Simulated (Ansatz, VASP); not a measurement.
## Al in VASP and in Ansatz

File INCAR:

```
SYSTEM = Al
  PREC = Accurate
  ENCUT = 520
  EDIFF = 1E-6
  ISMEAR = -1
  SIGMA = 0.05
  LREAL = .FALSE.
  LASPH = .TRUE.
  NELM = 60
  ALGO = Normal
  ISIF = 2
  LWAVE = .FALSE.
  LCHARG = .FALSE.
  GGA = PE
  NBANDS = 10
```

Contents of KPOINTS:

```
regular mesh
0
G
  7 7 10
  0 0 0
```

File POSCAR:

```
Al
1.0
    4.5768416722      0.0000000000      0.0000000000
   -2.2884258692      3.9636574487      0.0000000000
    0.0000000000      0.0000000000      2.7721684785
Al
2
Direct
    0.3333300000      0.6666700000      0.5000000000
    0.6666700000      0.3333300000      0.5000000000
```

Contents of input.yaml:

```yaml
crystal:
  lattice:
    - [4.5768416722, 0.0, 0.0]
    - [-2.2884258692, 3.9636574487, 0.0]
    - [0.0, 0.0, 2.7721684785]
  atoms:
    - { symbol: Al, position: [0.33333, 0.66667, 0.5] }
    - { symbol: Al, position: [0.66667, 0.33333, 0.5] }
hamiltonian:
  xc: pbe
  pseudopotentials: { kind: paw }
kpoints:
  mp_grid: { grid: [7, 7, 10] }
scf:
  occupations: { method: fermi_dirac, width: 0.05 }
output:
  forces: true
  stress: true
  eigenvalues: true
```

The cell was built by a generator and needn't be a form met in nature.

Alike in both runs: task single point; functional PBE; k mesh 7 × 7 × 10; occupations fermi-dirac, width 0.05 eV; no spin polarisation.

```csv
,VASP,Ansatz
version,VASP 6.6.1,Ansatz 0.2.0
potentials or method,"VASP PAW PBE potentials, release 64 (Al)",Ansatz PAW
plane-wave cutoff (eV),520,420
valence electrons in the cell,6,6
```

```csv
,VASP,Ansatz,Ansatz less VASP
gap on the k mesh at the Fermi level (eV),none,none,-
pressure (GPa),-0.9,-0.9,+0.02
largest component of the traceless stress (GPa),0.41,0.41,+0.004
```

A gap of «none» marks a metal or a gap that the smearing closes. With one functional, cell and mesh, what is left measures potentials, basis and numerics.
